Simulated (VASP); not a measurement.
# TaN (P-6m2) in VASP: a series of runs, part 2 of 2

VASP 6.6.1.

**3. Relaxation of cell and atoms, PBE**

This run uses another cell than the first one, of 10.78 Å³/atom, 0.987 times its volume.

Input file INCAR:

```
SYSTEM = TaN
ALGO = Normal
EDIFF = 1E-6
EDIFFG = -0.005
ENCUT = 600
GGA = PE
IBRION = 2
ISIF = 3
ISMEAR = 0
LASPH = .True.
LCHARG = .False.
LREAL = .False.
LWAVE = .False.
NELM = 100
NSW = 100
PREC = Accurate
SIGMA = 0.1
```

Input file KPOINTS:

```
k-points
0
Gamma
  18 18 14
  0 0 0
```

Input file POSCAR:

```
TaN
1.0
    2.9380000000      0.0000000000      0.0000000000
   -1.4690000000      2.5443826363      0.0000000000
    0.0000000000      0.0000000000      2.8830000000
Ta N
1 1
Direct
    0.3333333333      0.6666666667      0.5000000000
    0.0000000000      0.0000000000      0.0000000000
```

Potentials or basis: VASP PAW PBE potentials, release 64 (Ta_pv, N).

On the command line:

```console
$ cat potpaw_PBE.64/Ta_pv/POTCAR potpaw_PBE.64/N/POTCAR > POTCAR
$ mpirun -np 1 vasp_std > vasp.out
```

OUTCAR:

```text
SYSTEM = TaN
   EDIFF = 1E-6
   EDIFFG = -0.005
   ENCUT = 600
   GGA = PE
   IBRION = 2
   ISIF = 3
   ISMEAR = 0
   LASPH = .True.
   LREAL = .False.
   NELM = 100
   NSW = 100
   PREC = Accurate

 ion  position               nearest neighbor table
   1  0.333  0.667  0.500-   2 2.23   2 2.23   2 2.23   2 2.23   2 2.23   2 2.23
   2  0.000  0.000  0.000-   1 2.23   1 2.23   1 2.23   1 2.23   1 2.23   1 2.23

  LATTYP: Found a hexagonal cell.
 ALAT       =     2.9380000000
 C/A-ratio  =     0.9812797822

  Lattice vectors:

 A1 = (   2.9380000000,   0.0000000000,   0.0000000000)
 A2 = (  -1.4690000000,   2.5443826363,   0.0000000000)
 A3 = (   0.0000000000,   0.0000000000,   2.8830000000)

Analysis of symmetry for initial positions (statically):
=====================================================================
 Subroutine PRICEL returns:
 Original cell was already a primitive cell.

 Routine SETGRP: Setting up the symmetry group for a
 hexagonal supercell.

 Subroutine GETGRP returns: Found 12 space group operations
 (whereof 12 operations were pure point group operations)
 out of a pool of 24 trial point group operations.

The static configuration has the point symmetry D_3h.

Analysis of symmetry for dynamics (positions and initial velocities):
=====================================================================
 Subroutine PRICEL returns:
 Original cell was already a primitive cell.

 Routine SETGRP: Setting up the symmetry group for a
 hexagonal supercell.

 Subroutine GETGRP returns: Found 12 space group operations
 (whereof 12 operations were pure point group operations)
 out of a pool of 24 trial point group operations.

The dynamic configuration has the point symmetry D_3h.

 Subroutine INISYM returns: Found 12 space group operations
 (whereof 12 operations are pure point group operations),
 and found     1 'primitive' translations

----------------------------------------------------------------------------------------

                                     Primitive cell

  volume of cell :      21.5516

  direct lattice vectors                    reciprocal lattice vectors
     2.938000000  0.000000000  0.000000000     0.340367597  0.196511324  0.000000000
    -1.469000000  2.544382636  0.000000000     0.000000000  0.393022648  0.000000000
     0.000000000  0.000000000  2.883000000     0.000000000  0.000000000  0.346860909

  length of vectors
     2.938000000  2.938000000  2.883000000     0.393022648  0.393022648  0.346860909

  position of ions in fractional coordinates (direct lattice)
     0.333333333  0.666666667  0.500000000
     0.000000000  0.000000000  0.000000000

  ion indices of the primitive-cell ions
   primitive index   ion index
                 1           1
                 2           2

----------------------------------------------------------------------------------------

 KPOINTS: k-points

Automatic generation of k-mesh.
 Grid dimensions read from file:
 generate k-points for:   18   18   14

 Generating k-lattice:
[... 47 lines left out ...]
   dimension x,y,z NGX =    24 NGY =   24 NGZ =   24
   dimension x,y,z NGXF=    48 NGYF=   48 NGZF=   48
   ions per type =               1   1
   NGX,Y,Z   is equivalent  to a cutoff of  13.58, 13.58, 13.84 a.u.
   NGXF,Y,Z  is equivalent  to a cutoff of  27.16, 27.16, 27.68 a.u.
 SYSTEM =  TaN
   PREC   = accura    normal or accurate (medium, high low for compatibility)
   ISTART =      0    job   : 0-new  1-cont  2-samecut
   ICHARG =      2    charge: 1-file 2-atom 10-const
   ISPIN  =      1    spin polarized calculation?
   LNONCOLLINEAR =      F non collinear calculations
   LSORBIT =      F    spin-orbit coupling
   LASPH  =      T    aspherical Exc in radial PAW
   ENCUT  =  600.0 eV  44.10 Ry    6.64 a.u.   5.87  5.87  5.76*2*pi/ulx,y,z
   NELM   =    100;   NELMIN=  2; NELMDL= -5     # of ELM steps
   EDIFF  = 0.1E-05   stopping-criterion for ELM
   LREAL  =      F    real-space projection
   EDIFFG = -.5E-02   stopping-criterion for IOM
   NSW    =    100    number of steps for IOM
   IBRION =      2    ionic relax: 0-MD 1-quasi-New 2-CG
   NFREE  =      1    steps in history (QN), initial steepest desc. (CG)
   ISIF   =      3    stress and relaxation
   ISYM   =      2    0-nonsym 1-usesym 2-fastsym
   POTIM  = 0.5000    time-step for ionic-motion
   TEBEG  =    0.0;   TEEND  =   0.0 temperature during run
   PSTRESS=    0.0 pullay stress
   NELECT =      16.0000    total number of electrons
   NUPDOWN=      -1.0000    fix difference up-down
   EMIN   =  10.00;   EMAX   =-10.00  energy-range for DOS
   EFERMI =   0.00;   METHOD = LEGACY
   ISMEAR =     0;   SIGMA  =   0.10  broadening in eV -4-tet -1-fermi 0-gaus
   EFERMI_NEDOS =   21; number of points for ismear=-14 and -15
   IALGO  =     38    algorithm
   IMIX   =      4    mixing-type and parameters
     AMIX     =   0.40;   BMIX     =  1.00
     AMIX_MAG =   1.60;   BMIX_MAG =  1.00
  volume/ion in A,a.u.               =      10.78        72.72
  Fermi-wavevector in a.u.,A,eV,Ry     =   1.482365  2.801264 29.897531  2.197407
  Thomas-Fermi vector in A             =   2.596160
   LORBIT       =      0    0 simple, 1 ext, 2 COOP (PROOUT), +10 PAW based schemes
   GGA     = PE    functional components
   LHFCALC =     F    Hartree Fock is set to
   AEXX    =    0.0000 exact exchange contribution
   IVDW    =     0    specifies the selected vdW correction
   LEPSILON=     F    determine dielectric tensor
   LRPA    =     F    only Hartree local field effects (RPA)
 conjugate gradient relaxation of ions
 non-spin polarized calculation
 Gauss-broadening in eV      SIGMA  =   0.10
  energy-cutoff  :      600.00
  volume of cell :       21.55
 maximum number of plane-waves:       736
 NGX is ok and might be reduce to    24
   NGX = 11   NGY = 11   NGZ = 11

--------------------------------------- Ionic step        1  -------------------------------------------

 number of electron      16.0000001 magnetization

 Free energy of the ion-electron system (eV)
  ---------------------------------------------------
  ext. energy  EPLUGINS =         0.00000000
  ---------------------------------------------------
  free energy    TOTEN  =       -22.44256053 eV

  energy without entropy =      -22.44230887  energy(sigma->0) =      -22.44243470

------------------------ aborting loop because EDIFF is reached ----------------------------------------

  FORCE on cell =-STRESS in cart. coord.  units (eV):
  Direction    XX          YY          ZZ          XY          YZ          ZX
  --------------------------------------------------------------------------------------
  -------------------------------------------------------------------------------------
  Total        0.6530841      0.6530841      0.8297358      0.0000000      0.0000000      0.0000000
  in kB       48.5512983     48.5512983     61.6838651      0.0000000      0.0000000      0.0000000
  external PRESSURE =      52.9288205 kB  Pullay stress =       0.0000000 kB
[... 95 lines left out ...]
--------------------------------------- Ionic step        4  -------------------------------------------

 number of electron      16.0000001 magnetization

 Free energy of the ion-electron system (eV)
  ---------------------------------------------------
  ext. energy  EPLUGINS =         0.00000000
  ---------------------------------------------------
  free energy    TOTEN  =       -22.44792537 eV

  energy without entropy =      -22.44767083  energy(sigma->0) =      -22.44779810

 E-fermi :   8.0923     XC(G=0): -13.2644

 val. band max:        8.0553375419   @ k =   0.0000   0.0000   0.4286
 cond. band min:       8.1219975446   @ k =   0.0556   0.0000   0.5000
 fundamental gap:      0.0666600027
 Fermi energy:         8.0923205392

 k-point     1 :       0.0000    0.0000    0.0000
  band No.  band energies     occupation
      1     -26.7958      2.00000
      2     -26.5353      2.00000
      3     -26.5353      2.00000
      4      -9.5680      2.00000
      5       3.6095      2.00000
      6       3.6095      2.00000
      7       3.9550      2.00000
      8       5.1828      2.00000
      9      10.2088      0.00000
     10      11.6082      0.00000
     11      11.6082      0.00000
     12      12.0154      0.00000
[... 331 lines left out ...]
 k-point    24 :       0.3889    0.1111    0.0000
  band No.  band energies     occupation
      1     -27.4551      2.00000
      2     -26.8243      2.00000
      3     -26.6605      2.00000
      4      -7.3242      2.00000
      5       0.1069      2.00000
      6       3.0318      2.00000
      7       3.8931      2.00000
      8       5.8479      2.00000
      9      10.3714      0.00000
     10      11.0998      0.00000
     11      12.5615      0.00000
     12      14.0337      0.00000

 [... further k-points ...]
[... 5 lines left out ...]
  --------------------------------------------------------------------------------------
  -------------------------------------------------------------------------------------
  Total        0.0078885      0.0078885      0.0000645     -0.0000000      0.0000000      0.0000000
  in kB        0.5777816      0.5777816      0.0047268     -0.0000000      0.0000000      0.0000000
  external PRESSURE =       0.3867634 kB  Pullay stress =       0.0000000 kB
[... 17 lines left out ...]
  FREE ENERGIE OF THE ION-ELECTRON SYSTEM (eV)
  ---------------------------------------------------
  free  energy   TOTEN  =       -22.4479253740 eV

  energy  without entropy=      -22.4476708258  energy(sigma->0) =      -22.44779810

 reached required accuracy - stopping structural energy minimisation
```

OSZICAR:

```text
N       E                     dE             d eps       ncg     rms          rms(c)
DAV:   1     0.982858440531E+02    0.98286E+02   -0.10095E+04  7104   0.157E+03
DAV:   2    -0.207446779838E+02   -0.11903E+03   -0.11270E+03  8128   0.371E+02
[... 28 lines left out ...]
   3 F= -.22447925E+02 E0= -.22447798E+02  d E =-.536440E-02
       N       E                     dE             d eps       ncg     rms          rms(c)
DAV:   1    -0.224479310966E+02   -0.57096E-05   -0.21737E-04  7248   0.195E-01    0.281E-02
DAV:   2    -0.224479264263E+02    0.46704E-05   -0.63107E-06  7244   0.292E-02    0.115E-02
DAV:   3    -0.224479252752E+02    0.11510E-05   -0.38717E-06  7512   0.226E-02    0.219E-03
DAV:   4    -0.224479253740E+02   -0.98759E-07   -0.39013E-08  3628   0.252E-03
   4 F= -.22447925E+02 E0= -.22447798E+02  d E =-.536484E-02
```

CONTCAR:

```text
TaN
   1.00000000000000
     2.9513975900057092    0.0000000000000000    0.0000000000000000
    -1.4756987950028546    2.5559852895941768    0.0000000000000000
    -0.0000000000000000    0.0000000000000000    2.8997028378490270
  Ta              N
     1     1
Direct
     0.3333333332999970    0.6666666667000030    0.5000000000000000
     0.0000000000000000    0.0000000000000000    0.0000000000000000

  0.00000000E+00  0.00000000E+00  0.00000000E+00
  0.00000000E+00  0.00000000E+00  0.00000000E+00
```

Wall time 2.1 min (1 thread of Intel Xeon Platinum 8488C (Sapphire Rapids), shared host); peak memory 0.22 GiB.

What came out:

```yaml
Free_energy: -22.4479 eV
Relaxed_volume: 10.94 Å³/atom
Relaxed_cell: a = 2.951 Å, b = 2.951 Å, c = 2.900 Å, α = 90.00°, β = 90.00°, γ = 120.00°
Space_group_after_relaxing_to_0.05_Å: P-6m2 (No. 187)
Energy_gained_by_relaxing: 2.7 meV/atom
Ionic_steps: 4
Pressure_after_relaxing: 0.0 GPa
Band_gap_on_the_k_mesh: none (metal or under the smearing width)
```

Step by step:
| step | energy change (eV) | largest force (eV/Å) | pressure (GPa) | volume (Å³) |
| --- | --- | --- | --- | --- |
| 1 | 0.0000 | 0.0000 | 5.29 | 21.55 |
| 2 | 0.0246 | 0.0000 | -11.37 | 22.68 |
| 3 | -0.0054 | 0.0000 | -0.05 | 21.88 |
| 4 | -0.0054 | 0.0000 | 0.04 | 21.87 |

Final structure:
```xyz
2
Lattice="2.9514 0.0000 0.0000 -1.4757 2.5560 0.0000 0.0000 0.0000 2.8997" Properties=species:S:1:pos:R:3 pbc="T T T"
Ta    0.0000    1.7040    1.4499
N     0.0000    0.0000    0.0000
```

Levels at points of the mesh, in eV from the Fermi level:
```
           k point  band 5  band 6  band 7  band 8  band 9  band 10  band 11  band 12
(0.00, 0.00, 0.00)   -4.48   -4.48   -4.14   -2.91    2.12     3.52     3.52     3.92
(0.50, 0.00, 0.00)   -8.19   -5.12   -3.41   -3.14    2.96     3.95     5.13     5.20
(0.00, 0.00, 0.50)   -9.25   -3.68   -3.68   -0.08   -0.08     2.35     3.30     3.30
(0.50, 0.00, 0.50)   -7.23   -6.12   -5.58   -0.39    4.06     5.25     5.90     6.95
```

The run has no spin-orbit coupling, so splittings on Ta are missing. PBE usually gives volumes a little too large and moduli too small.

**4. Single point, PBE**

This run uses another cell than the first one, of 10.78 Å³/atom, 0.987 times its volume.

Input file INCAR:

```
PREC = Accurate
ENCUT = 520
EDIFF = 1E-6
ISMEAR = 0
SIGMA = 0.1
LREAL = False
LASPH = True
NELM = 100
ALGO = Normal
ISIF = 2
LWAVE = False
LCHARG = False
GGA = PE
NBANDS = 15
```

Input file KPOINTS:

```
regular mesh
0
Gamma
  9 9 6
```

POSCAR is that of step 3.

On the command line:

```console
$ cat potpaw_PBE.64/Ta_pv/POTCAR potpaw_PBE.64/N/POTCAR > POTCAR
$ mpirun -np 1 vasp_std > vasp.out
```

Wall time 12 s (1 thread of Intel Xeon Platinum 8488C (Sapphire Rapids), shared host); peak memory 0.14 GiB.

The run converged. Its results:

```yaml
Free_energy: -22.4416 eV
Pressure: 5.4 GPa
Band_gap_on_the_k_mesh: none (metal or under the smearing width)
```

Stress tensor (GPa, compression positive):
```
5.17 0.00 0.00
0.00 5.17 0.00
0.00 0.00 5.86
```

Levels at points of the mesh, in eV from the Fermi level:
| k point | band 6 | band 7 | band 8 | band 9 | band 10 | band 11 |
| --- | --- | --- | --- | --- | --- | --- |
| (0.00, 0.00, 0.00) | -4.76 | -4.40 | -3.12 | 2.01 | 3.39 | 3.39 |
| (0.00, 0.00, 0.50) | -3.95 | -3.95 | -0.28 | -0.28 | 2.21 | 3.14 |

Caveat: the k mesh is coarse (spacing up to 0.36 Å⁻¹), so the values aren't converged. Spin-orbit coupling is left out, which matters for the levels of Ta.

**5. Overview**

| task | cell | k mesh | cutoff (eV) | mesh quality | gap on the mesh (eV) | pressure (GPa) |
| --- | --- | --- | --- | --- | --- | --- |
| single point | P-6m2, 10.92 Å³/atom | 18 × 18 × 14 | 520 | not flagged | none | 0.7 |
| relaxation of cell and atoms | relaxed | 18 × 18 × 14 | 600 | not flagged | none | 0.0 |
| single point | P-6m2, 10.78 Å³/atom | 9 × 9 × 6 | 520 | coarse | none | 5.4 |

Alike in all rows: level PBE; potentials or basis VASP PAW PBE potentials, release 64 (Ta_pv, N); no spin polarisation; smearing gaussian 0.1 eV.

Caveats: some runs use coarse meshes.

Absolute energies hang on the potentials; compare differences alone.
